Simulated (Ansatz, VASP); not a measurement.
## Ti: VASP beside Ansatz

INCAR

```
SYSTEM = Ti
  PREC = Accurate
  ENCUT = 520
  EDIFF = 1E-6
  ISMEAR = -1
  SIGMA = 0.05
  LREAL = .False.
  LASPH = .True.
  NELM = 80
  ALGO = Normal
  ISIF = 2
  LWAVE = .False.
  LCHARG = .True.
  GGA = PS
  LELF = .True.
  LVHAR = .True.
  NBANDS = 19
```

Contents of KPOINTS:

```
Automatic mesh
0
Gamma
  14 14 8
  0 0 0
```

Contents of POSCAR:

```
Ti
1.0
    2.9101281370      0.0000000000      0.0000000000
   -1.4550640685      2.5202448949      0.0000000000
    0.0000000000      0.0000000000      4.6226679121
Ti
2
Direct
    0.3333333333      0.6666666667      0.2500000000
    0.6666666667      0.3333333333      0.7500000000
```

Input for Ansatz:

```yaml
crystal:
  lattice:
    - [2.910128137, 0.0, 0.0]
    - [-1.4550640685, 2.5202448949, 0.0]
    - [0.0, 0.0, 4.6226679121]
  atoms:
    - { symbol: Ti, position: [0.3333333333, 0.6666666667, 0.25] }
    - { symbol: Ti, position: [0.6666666667, 0.3333333333, 0.75] }
kpoints:
  mp_grid: { grid: [14, 14, 8] }
scf:
  occupations: { method: fermi_dirac, width: 0.05 }
hamiltonian:
  xc: pbesol
  pseudopotentials: { kind: all_electron, lapw: { basis_error: 0.00025 } }
output:
  forces: true
  stress: true
  eigenvalues: true
```

Change from the starting cell: functional pbesol, volume scaled by 0.96.

Alike in both runs: task single point; functional PBEsol; k mesh 14 × 14 × 8; occupations fermi-dirac, width 0.05 eV; no spin polarisation.

|  | VASP | Ansatz |
| --- | --- | --- |
| version | VASP 6.6.1 | Ansatz 0.2.0 |
| potentials or method | VASP PAW PBE potentials, release 64 (Ti_sv) | all-electron LAPW, scalar-relativistic |
| plane-wave cutoff (eV) | 520 | see its input |

|  | VASP | Ansatz | Ansatz less VASP |
| --- | --- | --- | --- |
| pressure (GPa) | -1.8 | -1.6 | +0.22 |
| largest component of the traceless stress (GPa) | 0.31 | 0.31 | +0.002 |

Ansatz ran all-electron here, so the differences hold the error of VASP's frozen core and of both bases.

Caveats: the PAW data sets were made with another functional, which shifts forces and pressure a little (VASP).
